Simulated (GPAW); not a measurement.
# Al (Fm-3m) in GPAW: notebook

Aim: see how the results for Al move with the level of theory and the settings. Levels: r2SCAN, PBEsol+D3(BJ), LDA, PBE. Tasks: Fermi surface, phonons, equation of state.

Everything below comes from runs of GPAW 26.7.0. Logs are shortened: lines on timing, memory, paths and dates and some standing lists are left out, and cuts for length are marked. The log counts tension as positive stress, the text compression.

### Step 1. The structure

The structure is cubic, space group Fm-3m (No. 225). Conventional cell: a = 4.050 Å, b = 4.050 Å, c = 4.050 Å, α = 90.00°, β = 90.00°, γ = 90.00°. Al (site symmetry m-3m) is surrounded by 12 Al at 2.86 Å.

### Step 2. Fermi surface, r2SCAN

Input file run.py:

```python
import json
import numpy as np
from ase.dft.bandgap import bandgap
from ase.io import read, write
from ase.units import GPa
from gpaw import GPAW, PW

atoms = read('Al.xyz')

calc = GPAW(mode=PW(600),
            xc='MGGA_X_R2SCAN+MGGA_C_R2SCAN',
            kpts={'size': (11, 11, 11), 'gamma': True},
            occupations={'name': 'fermi-dirac', 'width': 0.05},
            nbands=7,
            convergence={'density': 1e-05, 'energy': 1e-05},
            maxiter=150,
            txt='gpaw.txt')
atoms.calc = calc
energy = atoms.get_potential_energy()
forces = atoms.get_forces()
stress = atoms.get_stress()
calc.write('gs.gpw')
write('result.traj', atoms)
print(f'Energy: {energy:.6f} eV')
print('Forces (eV/A):')
print(forces.round(4))
print('Stress (GPa):', (stress / GPa).round(3))
print('Fermi level:', round(calc.get_fermi_level(), 4), 'eV')
print(f'Gap: {bandgap(calc)[0]:.4f} eV, direct: {bandgap(calc, direct=True)[0]:.4f} eV')

size = (18, 18, 18)
dense = calc.fixed_density(kpts={'size': size, 'gamma': True}, update_fermi_level=True,
                           convergence={'bands': 'CBM+2.0', 'eigenstates': 1e-7}, txt='dense.txt')
ef = dense.get_fermi_level()
index = np.round(dense.get_bz_k_points() * size).astype(int) % size
recip = 2 * np.pi * atoms.cell.reciprocal()
sheets = []
for s, e_kn in enumerate(dense.eigenvalues()):
    for n in range(e_kn.shape[1] - 2):
        if e_kn[:, n].min() < ef < e_kn[:, n].max():
            e = np.empty(size)
            e[tuple(index.T)] = e_kn[dense.get_bz_to_ibz_map(), n] - ef
            de = np.array([(np.roll(e, -1, c) - np.roll(e, 1, c)) * size[c] / 2 for c in range(3)])
            v = np.linalg.norm(np.einsum('vc,cxyz->vxyz', np.linalg.inv(recip), de), axis=0)
            w = np.exp(-(e / 0.1)**2) / (0.1 * np.pi**0.5)
            sheets.append({'spin': s, 'band': n, 'filled': (e < 0).mean(), 'dos': w.mean(), 'bottom': e.min(), 'top': e.max(),
                           'velocity': (w * v).sum() / w.sum() * 1.519267e5, 'slice': e[:, :, 0].round(3).tolist()})
            print(f'spin {s} band {n}: filled share {sheets[-1]["filled"]:.3f}, from {e.min():.3f} to {e.max():.3f} eV,',
                  f'{w.mean():.3f} states/eV, mean velocity {sheets[-1]["velocity"]:.3e} m/s')
print('Fermi level on the dense mesh:', round(ef, 4), 'eV,', len(sheets), 'sheets')
json.dump({'ef': ef, 'sheets': sheets}, open('fermi.json', 'w'))
```

Input file Al.xyz:

```xyz
1
Lattice="0.0000000000 2.0248050000 2.0248050000 2.0248050000 0.0000000000 2.0248050000 2.0248050000 2.0248050000 0.0000000000" Properties=species:S:1:pos:R:3 pbc="T T T"
Al     0.0000000000      0.0000000000      0.0000000000
```

Potentials or basis: GPAW PAW data sets (gpaw-data 1.2.1), pw.

The run is started by

```console
$ OMP_NUM_THREADS=1 python run.py
```

gpaw.txt:

```text
__  _  _
 | _ |_)|_||  |
 |__||  | ||/\| - 26.7.0

Input parameters:
  mode=PW(ecut=600.0),
  convergence={'density': 1e-05, 'energy': 1e-05},
  kpts=MonkhorstPack(size=(11, 11, 11), gamma=True),
  maxiter=150,
  nbands=7,
  occupations=Occupations(name='fermi-dirac', width=0.05),
  xc=XC(name='MGGA_X_R2SCAN+MGGA_C_R2SCAN')

Diagonalizing LCAO Hamiltonian
Converting LCAO to pw mode

       Al

Atoms  # Å, Bohr magnetons
|   | symbol |        x |        y |        z |    initial magnetic moments |
|---|--------|----------|----------|----------|-----------------------------|
| 0 |     Al | 0.000000 | 0.000000 | 0.000000 | ( 0.0000,  0.0000,  0.0000) |

Unit cell  # Å
| periodic |        x |        y |        z |  lengths |    angles |
|----------|----------|----------|----------|----------|-----------|
|      yes | 0.000000 | 2.024805 | 2.024805 | 2.863507 | 60.000000 |
|      yes | 2.024805 | 0.000000 | 2.024805 | 2.863507 | 60.000000 |
|      yes | 2.024805 | 2.024805 | 0.000000 | 2.863507 | 60.000000 |

Number of symmetries: 48
Symmetry operations  # r_c * U_cc + t_c -> r_c
|    | kind |            matrix            |
|----|------|------------------------------|
|  0 |  σ   |  1, 0, 0,  1, 0,-1,  1,-1, 0 |
|  1 |  C2  |  1, 0, 0,  1,-1, 0,  1, 0,-1 |
|  2 |  E   |  1, 0, 0,  0, 1, 0,  0, 0, 1 |
|  3 |  σ   |  1, 0, 0,  0, 0, 1,  0, 1, 0 |
|  4 |  C4  |  1, 0,-1,  1, 0, 0,  1,-1, 0 |
|  5 |  S6  |  1, 0,-1,  1,-1, 0,  1, 0, 0 |
|  6 |  σ   |  1, 0,-1,  0, 1,-1,  0, 0,-1 |
|  7 |  C3  |  1, 0,-1,  0, 0,-1,  0, 1,-1 |
|  8 |  S6  |  1,-1, 0,  1, 0, 0,  1, 0,-1 |
|  9 |  C4  |  1,-1, 0,  1, 0,-1,  1, 0, 0 |
| 10 |  C3  |  1,-1, 0,  0,-1, 1,  0,-1, 0 |
| 11 |  σ   |  1,-1, 0,  0,-1, 0,  0,-1, 1 |
| 12 |  σ   |  0, 1, 0,  1, 0, 0,  0, 0, 1 |
| 13 |  C4  |  0, 1, 0,  0, 1,-1, -1, 1, 0 |
| 14 |  C3  |  0, 1, 0,  0, 0, 1,  1, 0, 0 |
| 15 |  S6  |  0, 1, 0, -1, 1, 0,  0, 1,-1 |
| 16 |  C2  |  0, 1,-1,  1, 0,-1,  0, 0,-1 |
| 17 |  σ   |  0, 1,-1,  0, 1, 0, -1, 1, 0 |
| 18 |  S4  |  0, 1,-1,  0, 0,-1,  1, 0,-1 |
| 19 |  C4  |  0, 1,-1, -1, 1, 0,  0, 1, 0 |
| 20 |  C3  |  0, 0, 1,  1, 0, 0,  0, 1, 0 |
| 21 |  σ   |  0, 0, 1,  0, 1, 0,  1, 0, 0 |
| 22 |  S6  |  0, 0, 1,  0,-1, 1, -1, 0, 1 |
| 23 |  C4  |  0, 0, 1, -1, 0, 1,  0,-1, 1 |
| 24 |  S4  |  0, 0,-1,  1, 0,-1,  0, 1,-1 |
| 25 |  C3  |  0, 0,-1,  0, 1,-1,  1, 0,-1 |
| 26 |  C2  |  0, 0,-1,  0,-1, 0, -1, 0, 0 |
| 27 |  S6  |  0, 0,-1, -1, 0, 0,  0,-1, 0 |
| 28 |  S4  |  0,-1, 1,  1,-1, 0,  0,-1, 0 |
| 29 |  C4  |  0,-1, 1,  0, 0, 1, -1, 0, 1 |
| 30 |  C2  |  0,-1, 1,  0,-1, 0,  1,-1, 0 |
| 31 |  σ   |  0,-1, 1, -1, 0, 1,  0, 0, 1 |
| 32 |  C3  |  0,-1, 0,  1,-1, 0,  0,-1, 1 |
| 33 |  S6  |  0,-1, 0,  0, 0,-1, -1, 0, 0 |
| 34 |  S4  |  0,-1, 0,  0,-1, 1,  1,-1, 0 |
| 35 |  C2  |  0,-1, 0, -1, 0, 0,  0, 0,-1 |
| 36 |  C2  | -1, 1, 0,  0, 1, 0,  0, 1,-1 |
| 37 |  S6  | -1, 1, 0,  0, 1,-1,  0, 1, 0 |
| 38 |  S4  | -1, 1, 0, -1, 0, 1, -1, 0, 0 |
| 39 |  C3  | -1, 1, 0, -1, 0, 0, -1, 0, 1 |
| 40 |  S6  | -1, 0, 1,  0, 0, 1,  0,-1, 1 |
| 41 |  C2  | -1, 0, 1,  0,-1, 1,  0, 0, 1 |
| 42 |  C3  | -1, 0, 1, -1, 1, 0, -1, 0, 0 |
| 43 |  S4  | -1, 0, 1, -1, 0, 0, -1, 1, 0 |
| 44 |  C2  | -1, 0, 0,  0, 0,-1,  0,-1, 0 |
| 45 |  i   | -1, 0, 0,  0,-1, 0,  0, 0,-1 |
| 46 |  σ   | -1, 0, 0, -1, 1, 0, -1, 0, 1 |
| 47 |  C2  | -1, 0, 0, -1, 0, 1, -1, 1, 0 |

BZ-sampling:
  Number of BZ points: 1331
  Number of IBZ points: 56

  Monkhorst-Pack size: [11, 11, 11]
  Monkhorst-Pack shift: [0, 0, 0]

K-points  # in reciprocal-cell coordinates
|     |                                coordinates |     weight |
|-----|--------------------------------------------|------------|
|   0 | (  0.00000000,   0.00000000,   0.00000000) | 0.00075131 |
|   1 | (  0.09090909,   0.09090909,   0.00000000) | 0.00450789 |
|   2 | (  0.09090909,   0.09090909,   0.09090909) | 0.00601052 |
|   3 | (  0.18181818,   0.09090909,   0.09090909) | 0.00901578 |
|   4 | (  0.18181818,   0.18181818,   0.00000000) | 0.00450789 |
|   5 | (  0.18181818,   0.18181818,   0.09090909) | 0.01803156 |
|   6 | (  0.18181818,   0.18181818,   0.18181818) | 0.00601052 |
|   7 | (  0.27272727,   0.18181818,   0.09090909) | 0.01803156 |
|   8 | (  0.27272727,   0.18181818,   0.18181818) | 0.01803156 |
|   9 | (  0.27272727,   0.27272727,   0.00000000) | 0.00450789 |
| ... |                                            |            |
|  55 | (  0.45454545,   0.45454545,   0.45454545) | 0.00601052 |

Plane wave coefficients: 564
Cutoff: 600.0 eV

Spin-components: 1 (collinear spins)
Bands:           7
Projectors:      5
Spin-degeneracy: 2
Datatype:        complex128

Parallelization:
  kpt:    1
  domain: 1
  band:   1

Density:
  Valence electrons: 3.0
  Components: 1
  Grid points: [18 18 18]
  Charge: 0.0  # |e|

Potential:
  Grid points: [18 18 18]

species:
  Al:
    name:    Aluminium
    Z:       13.0
    valence: 3
    core:    10
    charge:  0.0  # [|e|]
    compensation charges:
      type: gauss
      rc: 0.34  # [Å]
      lmax: 2
    cutoffs:
      filter: 1.91  # [Å]
      core: 2.36  # [Å]
    projectors
    | kind |    occ | energy [eV] | rcut [Å] |
    |------|--------|-------------|----------|
    |   3s |  2.000 |      -7.753 |    1.085 |
    |   3p |  1.000 |      -2.712 |    1.085 |
    |    s |        |      19.459 |    1.085 |
    |    p |        |      24.499 |    1.085 |
    |    d |        |       0.000 |    1.085 |

    Using partial waves for Al as LCAO basis

Reference energy: -6603.423265  # eV

eigensolver:
  PPCG
  Converge bands: occupied
  niter=2

density mixing:
  MSR1-Mixer
  Pratt-step length: 0.05
  Maximum mixing coefficient: 0.75
  Old densities: 10
  SVD Regularization: 0.005
  Good broyden scale: 1.0
  Trust region scale: 1.0
  Backstep threshold: 4.0
  History deletion threshold: 6.0
  Fourier metric: weight=20.0, sigma=0.015

occupation numbers:
  Fermi-Dirac:
    width: 0.0500  # eV

poisson solver:
  ecut: 4800.0  # eV

xc functional:
  name: MGGA_X_R2SCAN+MGGA_C_R2SCAN with 2 nearest neighbor stencil

convergence criteria:
- Maximum integral of absolute [dens]ity change: 1e-05 electrons / valence electron
- Maximum [total energy] change in last 3 cyles: 1e-05 eV / valence electron
- Maximum integral of absolute [eigenst]ate change: 4e-08 eV^2 / valence electron
maximum number of iterations: 150

SCF iterations
|iter     | |      energy | eigst |  dens |
|---------|-|-------------|-------|-------|
|iter:   1| |   -6.788754 | -0.11 |       |
|iter:   2| |   -6.628958 | -2.45 | -0.99 |
|iter:   3| |-2642.769113 | +3.30 | -0.96 |
|iter:   4| |   -6.098302 | +2.46 | +1.31 |
|iter:   5| |   -6.639245 | -0.86 | -1.80 |
|iter:   6| |   -6.639203 | -3.66 | -1.83 |
|iter:   7| |   -6.638938 | -4.05 | -2.06 |
|iter:   8| |   -6.638936 | -5.82 | -2.48 |
|iter:   9| |   -6.638936c| -7.95c| -3.88 |
|iter:  10| |   -6.638936c| -9.03c| -4.28 |
|iter:  11| |   -6.638936c| -9.65c| -5.53c|

Converged in 11 steps
Energy contributions relative to reference atoms: (reference = -6603.423265)

Energy contributions:
  Kinetic:           0.433452
  Coulomb:           1.228286
  Zero:             -0.012300
  External:          0.000000
  Xc:               -8.286461
  Entropy:          -0.003823
  Spinorbit:         0.000000
  ----------------------------
  Free energy:      -6.640847
  Extrapolated:     -6.638936

dipole moment: (-6.928846, -6.928846, -6.928846)  # |e|*Ang

Fermi level: 7.120
Eigenvalues  # (at kpt = [0.000, 0.000, 0.000])
| band index |      eig [eV] | occ [0-2] |
|------------|---------------|-----------|
|          0 |        -4.692 |     2.000 |
|          1 |        20.488 |     0.000 |
|          2 |        20.488 |     0.000 |
|          3 |        20.488 |     0.000 |
|          4 |        22.259 |     0.000 |
|          5 |        22.259 |     0.000 |
|          6 |        22.259 |     0.000 |

No gap
No difference between direct/indirect transitions

Forces  # eV/Ang
|       x |       y |        z |
|---------|---------|----------|
| 0.00000 | 0.00000 | -0.00000 |  # Al   0

Stress tensor  # eV/Ang^3
|         x |         y |         z |
|-----------|-----------|-----------|
|  0.020570 | -0.000000 | -0.000000 |
| -0.000000 |  0.020570 |  0.000000 |
| -0.000000 |  0.000000 |  0.020570 |

# Writing to gs.gpw (mode='')
```

It took 58 s on 1 thread of Intel Xeon Platinum 8259CL at 2.50GHz (Skylake/Cascade Lake), shared host; peak memory 0.2 GiB.

What came out:

| Property | Result |
| --- | --- |
| Free energy | -6.6408 eV |
| Pressure | -3.3 GPa |
| Band gap on the k mesh | none (metal or under the smearing width) |

Caveat: the PAW data sets were made with another functional, which shifts forces and pressure a little.

### Step 3. Phonons, PBEsol+D3(BJ)

Input file run.py:

```python
import json
import numpy as np
from ase import Atoms
from ase.calculators.mixing import SumCalculator
from ase.io import write
from ase.spacegroup import crystal
from dftd3.ase import DFTD3
from phonopy import Phonopy
from phonopy.structure.atoms import PhonopyAtoms
from gpaw import GPAW, PW, setup_paths

setup_paths.insert(0, '.')

# Al 4a
atoms = crystal(['Al'],
                basis=[[0.0, 0.0, 0.0]],
                spacegroup=225, setting=1,  # Fm-3m
                cellpar=[4.04961, 4.04961, 4.04961, 90.0, 90.0, 90.0],
                primitive_cell=True)

calc = GPAW(mode=PW(510),
            xc='PBEsol',
            kpts={'size': (11, 11, 11), 'gamma': True},
            occupations={'name': 'fermi-dirac', 'width': 0.05},
            nbands=7,
            convergence={'density': 1e-06, 'eigenstates': 1e-09},
            maxiter=150,
            txt='gpaw.txt')
atoms.calc = SumCalculator([calc, DFTD3(method='pbesol', damping='d3bj')])
energy = atoms.get_potential_energy()
forces = atoms.get_forces()
stress = atoms.get_stress()
calc.write('gs.gpw')
write('result.traj', atoms)
print('Cell:', atoms.cell.cellpar().round(4))
print(atoms.get_scaled_positions().round(5))

def force_constants(scale):
    unit = PhonopyAtoms(symbols=atoms.get_chemical_symbols(), cell=atoms.cell[:] * scale**(1 / 3),
                        scaled_positions=atoms.get_scaled_positions())
    ph = Phonopy(unit, supercell_matrix=np.diag([2, 2, 2]), primitive_matrix=np.eye(3), symprec=1e-4)
    ph.generate_displacements(distance=0.01)
    forces = []
    for i, sc in enumerate(ph.supercells_with_displacements):
        a = Atoms(sc.symbols, cell=sc.cell, scaled_positions=sc.scaled_positions, pbc=True)
        c = GPAW(mode=PW(510),
                 xc='PBEsol',
                 kpts={'size': (6, 6, 6), 'gamma': True},
                 occupations={'name': 'fermi-dirac', 'width': 0.05},
                 nbands=26,
                 convergence={'density': 1e-06, 'eigenstates': 1e-09},
                 maxiter=150,
                 txt=f'disp-{scale:.3f}-{i:02d}.txt')
        a.calc = SumCalculator([c, DFTD3(method='pbesol', damping='d3bj')])
        f = a.get_forces()
        forces.append(f - f.mean(axis=0))
        print(f'displacement {i}: drift', f.mean(axis=0).round(5), flush=True)
    ph.forces = forces
    ph.produce_force_constants()
    ph.symmetrize_force_constants()
    return ph

qpoints = [[0.0, 0.0, 0.0], [0.0, 0.0, 0.5], [0.0, 0.5, 0.0], [0.0, 0.5, 0.5], [0.5, 0.0, 0.0], [0.5, 0.0, 0.5], [0.5, 0.5, 0.0], [0.5, 0.5, 0.5]]
results = {}
for scale in [1.0]:
    ph = force_constants(scale)
    ph.run_qpoints(qpoints)
    nu = ph.qpoints.frequencies * 33.35641  # THz to cm^-1
    results[f'{scale:.3f}'] = nu.tolist()
    for qp, f in zip(qpoints, nu):
        print(scale, np.round(qp, 4), f.round(2))

path = atoms.cell.bandpath('GXWKGLUWLK,UX', npoints=60, eps=1e-4)
ph.run_qpoints(path.kpts)
results['path'] = (ph.qpoints.frequencies * 33.35641).tolist()
results['path_q'] = path.kpts.tolist()
x, ticks, names = path.get_linear_kpoint_axis()
results['axis'] = [x.tolist(), list(ticks), names]
ph.run_mesh([15, 15, 15], is_gamma_center=True)
ph.run_thermal_properties(temperatures=[0, 100, 200, 300, 500, 800], cutoff_frequency=0.05)
tp = ph.thermal_properties
results['thermal'] = [list(v) for v in (tp.temperatures, tp.free_energy, tp.entropy, tp.heat_capacity)]
for t, fv, s, cv in zip(*results['thermal']):
    print(f'{t:6.0f} K  F {fv:9.4f} kJ/mol  S {s:9.4f} J/K/mol  Cv {cv:9.4f} J/K/mol')
json.dump(results, open('phonons.json', 'w'))
```

Potentials or basis: PAW data sets generated in the run's folder for this functional, pw.

The run is started by

```console
$ gpaw-setup -f PBEsol Al
$ OMP_NUM_THREADS=1 python run.py
```

gpaw.txt:

```text
__  _  _
 | _ |_)|_||  |
 |__||  | ||/\| - 26.7.0

Input parameters:
  mode=PW(ecut=510.0),
  convergence={'density': 1e-06, 'eigenstates': 1e-09},
  kpts=MonkhorstPack(size=(11, 11, 11), gamma=True),
  maxiter=150,
  nbands=7,
  occupations=Occupations(name='fermi-dirac', width=0.05),
  xc=XC(name='PBEsol')

Diagonalizing LCAO Hamiltonian
Converting LCAO to pw mode

       Al

Atoms  # Å, Bohr magnetons
|   | symbol |        x |        y |        z |    initial magnetic moments |
|---|--------|----------|----------|----------|-----------------------------|
| 0 |     Al | 0.000000 | 0.000000 | 0.000000 | ( 0.0000,  0.0000,  0.0000) |

Unit cell  # Å
| periodic |        x |        y |        z |  lengths |    angles |
|----------|----------|----------|----------|----------|-----------|
|      yes | 0.000000 | 2.024805 | 2.024805 | 2.863507 | 60.000000 |
|      yes | 2.024805 | 0.000000 | 2.024805 | 2.863507 | 60.000000 |
|      yes | 2.024805 | 2.024805 | 0.000000 | 2.863507 | 60.000000 |

Number of symmetries: 48
Symmetry operations  # r_c * U_cc + t_c -> r_c
|    | kind |            matrix            |
|----|------|------------------------------|
|  0 |  σ   |  1, 0, 0,  1, 0,-1,  1,-1, 0 |
|  1 |  C2  |  1, 0, 0,  1,-1, 0,  1, 0,-1 |
|  2 |  E   |  1, 0, 0,  0, 1, 0,  0, 0, 1 |
|  3 |  σ   |  1, 0, 0,  0, 0, 1,  0, 1, 0 |
|  4 |  C4  |  1, 0,-1,  1, 0, 0,  1,-1, 0 |
|  5 |  S6  |  1, 0,-1,  1,-1, 0,  1, 0, 0 |
|  6 |  σ   |  1, 0,-1,  0, 1,-1,  0, 0,-1 |
|  7 |  C3  |  1, 0,-1,  0, 0,-1,  0, 1,-1 |
|  8 |  S6  |  1,-1, 0,  1, 0, 0,  1, 0,-1 |
|  9 |  C4  |  1,-1, 0,  1, 0,-1,  1, 0, 0 |
[... 132 lines left out ...]

poisson solver:
  ecut: 4080.0  # eV

xc functional:
  name: PBEsol with 2 nearest neighbor stencil

convergence criteria:
- Maximum integral of absolute [dens]ity change: 1e-06 electrons / valence electron
- Maximum integral of absolute [eigenst]ate change: 1e-09 eV^2 / valence electron
- Maximum [total energy] change in last 3 cyles: 0.0005 eV / valence electron
maximum number of iterations: 150

SCF iterations
|iter     | |      energy | eigst |  dens |
|---------|-|-------------|-------|-------|
|iter:   1| |   -4.095949 | -0.25 |       |
|iter:   2| |   -4.095632 | -3.49 | -0.98 |
|iter:   3| |   -4.091495 | -3.27 | -1.00 |
|iter:   4| |   -4.091499 | -3.99 | -1.57 |
|iter:   5| |   -4.091506c| -6.02 | -2.95 |
|iter:   6| |   -4.091508c| -6.63 | -3.38 |
|iter:   7| |   -4.091508c|-10.61c| -4.60 |
|iter:   8| |   -4.091508c| -9.45c| -5.11 |
|iter:   9| |   -4.091508c|-11.00c| -6.66c|

Converged in 9 steps
Energy contributions relative to reference atoms: (reference = -6590.127727)

Energy contributions:
  Kinetic:           3.824436
  Coulomb:          -1.950954
  Zero:             -0.006845
  External:          0.000000
  Xc:               -5.956147
  Entropy:          -0.003996
  Spinorbit:         0.000000
  ----------------------------
  Free energy:      -4.093506
  Extrapolated:     -4.091508

dipole moment: (-6.959565, -6.959565, -6.959565)  # |e|*Ang

Fermi level: 7.054
Eigenvalues  # (at kpt = [0.000, 0.000, 0.000])
| band index |      eig [eV] | occ [0-2] |
|------------|---------------|-----------|
|          0 |        -4.046 |     2.000 |
|          1 |        19.629 |     0.000 |
|          2 |        19.629 |     0.000 |
|          3 |        19.629 |     0.000 |
|          4 |        21.051 |     0.000 |
|          5 |        21.051 |     0.000 |
|          6 |        21.051 |     0.000 |

No gap
No difference between direct/indirect transitions

Forces  # eV/Ang
|       x |        y |        z |
|---------|----------|----------|
| 0.00000 | -0.00000 | -0.00000 |  # Al   0

Stress tensor  # eV/Ang^3
|         x |         y |         z |
|-----------|-----------|-----------|
|  0.011111 | -0.000000 | -0.000000 |
| -0.000000 |  0.011111 |  0.000000 |
| -0.000000 |  0.000000 |  0.011111 |

# Writing to gs.gpw (mode='')
```

disp-1.000-00.txt:

```text
__  _  _
 | _ |_)|_||  |
 |__||  | ||/\| - 26.7.0

Input parameters:
  mode=PW(ecut=510.0),
  convergence={'density': 1e-06, 'eigenstates': 1e-09},
  kpts=MonkhorstPack(size=(6, 6, 6), gamma=True),
  maxiter=150,
  nbands=26,
  occupations=Occupations(name='fermi-dirac', width=0.05),
[... 202 lines left out ...]
|        ... |               |           |
|         25 |        16.037 |     0.000 |

No gap
No difference between direct/indirect transitions

Forces  # eV/Ang
|        x |        y |        z |
|----------|----------|----------|
|  0.00000 | -0.02993 | -0.02993 |  # Al   0
|  0.00000 |  0.01682 |  0.01682 |  # Al   1
|  0.00683 | -0.00363 |  0.00999 |  # Al   2
| -0.00683 |  0.00999 | -0.00363 |  # Al   3
|  0.00683 |  0.00999 | -0.00363 |  # Al   4
| -0.00683 | -0.00363 |  0.00999 |  # Al   5
|  0.00000 |  0.00315 |  0.00315 |  # Al   6
|  0.00000 | -0.00276 | -0.00276 |  # Al   7
```

Wall time 81 s (1 thread of Arm Neoverse V2, shared host); peak memory 0.3 GiB.

Results:

| Item | Value |
| --- | --- |
| Free energy | -4.4086 eV |
| Pressure | -4.9 GPa |
| Band gap on the k mesh | none (metal or under the smearing width) |
| Highest phonon frequency | 337 cm⁻¹ |
| Dispersion energy per atom | -0.315 eV |

Phonon frequencies in cm⁻¹ (negative: imaginary):
```
              q point  frequencies
(0.000, 0.000, 0.000)        0 0 0
(0.000, 0.000, 0.500)  139 139 279
(0.000, 0.500, 0.000)  139 139 279
(0.000, 0.500, 0.500)  191 191 337
(0.500, 0.000, 0.000)  139 139 279
(0.500, 0.000, 0.500)  191 191 337
(0.500, 0.500, 0.000)  191 191 337
(0.500, 0.500, 0.500)  139 139 279
```

Caveat: the cell is more than 3 GPa from zero pressure, which shifts response properties; the cutoff is short for stress and forces, so pressures can be off by a GPa or more; phonon bands are interpolated from a small supercell; pairwise dispersion overbinds metals, which lowers pressure and volume.

[end of part 1 of 3]
